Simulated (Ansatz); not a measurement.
Theory: Ansatz, DFT PBE, scalar-relativistic, plane waves, PAW. All cells share a 420 eV cutoff and Γ-centred k meshes spaced at most about 0.3 Å⁻¹ (about 0.25 or finer for metals, 2π included). No spin polarisation in the final relaxations.

Temperature and zero-point effects are left out.

Compare these two cells of Ge, each relaxed at this level.

A.

```cif
data_structure
_symmetry_space_group_name_H-M 'Cmme'
_symmetry_Int_Tables_number 67
_cell_length_a 4.1446
_cell_length_b 11.3875
_cell_length_c 10.2605
_cell_angle_alpha 90.000
_cell_angle_beta 90.000
_cell_angle_gamma 90.000
_cell_volume 484.26
loop_
_atom_site_label
_atom_site_type_symbol
_atom_site_symmetry_multiplicity
_atom_site_Wyckoff_symbol
_atom_site_fract_x
_atom_site_fract_y
_atom_site_fract_z
_atom_site_occupancy
Ge1 Ge 4 g 0.50000 0.25000 0.06889 1
Ge2 Ge 8 m 0.00000 0.43753 0.79601 1
Ge3 Ge 8 m 0.50000 0.36041 0.43175 1
```

B.

```cif
data_structure
_symmetry_space_group_name_H-M 'R-3m:H'
_symmetry_Int_Tables_number 166
_cell_length_a 5.9275
_cell_length_b 5.9275
_cell_length_c 18.6641
_cell_angle_alpha 90.000
_cell_angle_beta 90.000
_cell_angle_gamma 120.000
_cell_volume 567.92
loop_
_atom_site_label
_atom_site_type_symbol
_atom_site_symmetry_multiplicity
_atom_site_Wyckoff_symbol
_atom_site_fract_x
_atom_site_fract_y
_atom_site_fract_z
_atom_site_occupancy
Ge1 Ge 18 h 0.29997 0.14998 0.94187 1
Ge2 Ge 3 b 0.66667 0.33333 0.83333 1
```

Question: Which form is favoured at zero pressure, and by what margin per atom?

Answer: A is lower, by 242 meV/atom. A has space group Cmme (No. 67), 24.2 Å³/atom and no gap on its mesh; B has space group R-3m (No. 166), 27.0 Å³/atom and no gap. Counting all near atoms (those within 1.25 times the shortest such distance or 1.15 times the sum of covalent radii; a plus sign parts nearer from farther groups; a slash parts the counts of unlike sites), A has Ge 4 and B has Ge 6/5+2. The denser one is the lower, and pressure would at first widen the difference. In A, Ge on a site of symmetry mm2 is surrounded by 4 Ge at 2.51–2.55 Å; Ge on a site of symmetry m is surrounded by 4 Ge at 2.50–2.55 Å; Ge on a second site of symmetry m has 4 Ge at 2.50–2.51 Å. In B, Ge on a site of symmetry m has 5 Ge at 2.66–2.77 Å; Ge on a site of symmetry -3m has 6 Ge at 2.77 Å. Both come from invented guesses. A third cell relaxed alike, in Fd-3m, lies 131 meV/atom below the lower of the two. The part of the Crystallography Open Database at hand lists Ge in space groups No. 64, 96, 227; sharing a group (Fd-3m) doesn't make a cell the listed structure.

The zero gap of Cmme may come from the functional, which often closes small gaps. Cells relaxed within their symmetry can be saddle points.

Cmme germanium lies 242 meV/atom below the R-3m form, chiefly because it keeps the four-coordinate network that suits a group 14 element: four valence electrons per atom fill localised two-centre sp³ bonds. In R-3m the atoms instead form Ge octahedra joined through six-coordinate Ge. Their contacts of 2.66–2.77 Å are longer and individually weaker, and the electrons must be shared over more contacts than there are pairs, which suggests multicentre bonding. The extra neighbours bring no denser packing, since the linked octahedra leave open space between them.

Cmme is nevertheless not the ground state, as the Fd-3m cell lies a further 131 meV/atom lower. Its bond lengths are narrowly spread, so the penalty probably comes from bond angles: part of the network consists of ladders of fused four-membered rings, with angles near 90° instead of tetrahedral ones. The energies therefore support Cmme only as the better of these two forms, and say nothing about the barrier that would keep it from converting.
